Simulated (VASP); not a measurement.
A run of VASP 6.6.1:

Contents of INCAR:

```
PREC = Accurate
ENCUT = 400
EDIFF = 1E-7
ISMEAR = 0
SIGMA = 0.01
LREAL = F
LASPH = T
NELM = 60
ALGO = Normal
ISIF = 2
LWAVE = F
LCHARG = F
GGA = CA
IBRION = 5
NFREE = 2
POTIM = 0.015
NSW = 1
ISYM = 0
```

File KPOINTS:

```
regular mesh
0
Gamma
  1 1 1
```

File POSCAR:

```
H4C3                                    
1.0
   14.1932882215      0.0000000000      0.0000000000
    0.0000000000     14.6932882215      0.0000000000
    0.0000000000      0.0000000000     15.1932882215
  C               H             
     3     4
Selective dynamics
Direct
0.4283722568000030  0.5003021098000033  0.5888092642999965  T T T
0.4794604134079047  0.5024859609719130  0.5254889085065950  T T T
0.5403426796074779  0.5051347791361367  0.4499999387901363  T T T
0.3828595971092655  0.4983778609938347  0.6452260110886593  T T T
0.5409699568776187  0.5734032246755717  0.4196994315203605  T T T
0.5173720013406405  0.4562358438699838  0.3992045051262347  T T T
0.6135602871073036  0.4880166969637078  0.4679420360977045  T T T
```

Potentials or basis: VASP PAW LDA potentials, release 64 (C, H).

The run is started by

```sh
$ cat potpaw_LDA.64/C/POTCAR potpaw_LDA.64/H/POTCAR > POTCAR
$ mpirun -np 1 vasp_gam > vasp.out
```

Hardware: 1 thread of Intel(R) Xeon(R) Platinum 8488C (Sapphire Rapids), with other jobs on the host.

How long does it take, and how much memory?

Run time: 26 min on 1 thread of Intel(R) Xeon(R) Platinum 8488C (Sapphire Rapids), with other jobs on the host, peak memory 1.2 GiB. Counts: scf iterations 730, k points 1.
